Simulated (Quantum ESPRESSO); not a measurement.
# TiO2 under changes of volume

One of the cells (10.710 Å³/atom); the others are scaled copies at fixed shape and fractional positions:

```
CELL_PARAMETERS angstrom
-2.97316 3.28737 3.28740
2.97316 -3.28737 3.28740
2.97316 3.28737 -3.28740
ATOMIC_POSITIONS crystal
Ti 0.00000 0.50000 0.00000
Ti 0.00000 0.00000 0.50000
Ti 0.49524 0.24524 0.25000
Ti 0.50475 0.75475 0.75000
O 0.69508 0.69523 0.50015
O 0.69508 0.19493 0.99985
O 0.80452 0.74962 0.05490
O 0.19472 0.74962 0.44510
O 0.80528 0.25038 0.55490
O 0.30492 0.80507 0.00015
O 0.19548 0.25038 0.94510
O 0.30492 0.30477 0.49985
```

The cell is a database's computed one.

| Quantity | Value |
| --- | --- |
| Program | Quantum ESPRESSO 7.5 |
| Functional | r2SCAN |
| Potentials or basis | SG15 PBE 1.2 |
| Cutoff | 1197 eV |
| Density cutoff | 4789 eV |
| k mesh | 2 × 2 × 2 |
| Occupations | fermi-dirac, width 0.05 eV |
| Spin | no spin polarisation |

```csv
volume (Å³/atom),energy over the lowest point (meV/atom),pressure (GPa),gap on the mesh (eV),largest force (eV/Å)
10.068,9.73,9.4,2.44,0.190
10.282,1.12,3.5,2.38,0.069
10.496,0.00,-1.8,2.32,0.065
10.710,5.61,-6.6,2.27,0.171
10.924,?,?,?,?
11.139,34.33,-14.7,2.16,0.361
11.353,56.28,-18.1,2.10,0.447
```

**Question.** What does the run at 10.924 Å³/atom give?

**Answer.** Energy over the lowest point 17.26 meV/atom; pressure -10.8 GPa; gap on the mesh 2.21 eV; largest force 0.269 eV/Å.

Worked out: A Birch-Murnaghan fit of order 3 (a polynomial in V^(-2/3)) to the other rows has its minimum at 10.42 Å³/atom with B0 = V·E''(V) = 254 GPa and B' = 4.2 at fixed shape and positions, which overstates the stiffness. It gives 17.21 meV/atom at 10.924 Å³/atom, against the run's 17.26, and -dE/dV = -10.8 GPa, against -10.8. A straight line through the other rows of the gap, of slope -2.8 eV per unit of ln V (its deformation potential), gives 2.21 eV, against the run's 2.21.

Energies are extrapolated to zero smearing.

Caveats: all runs use coarse meshes; the potentials were made for another functional, which shifts forces and pressure.

A mesh can miss the band edges.
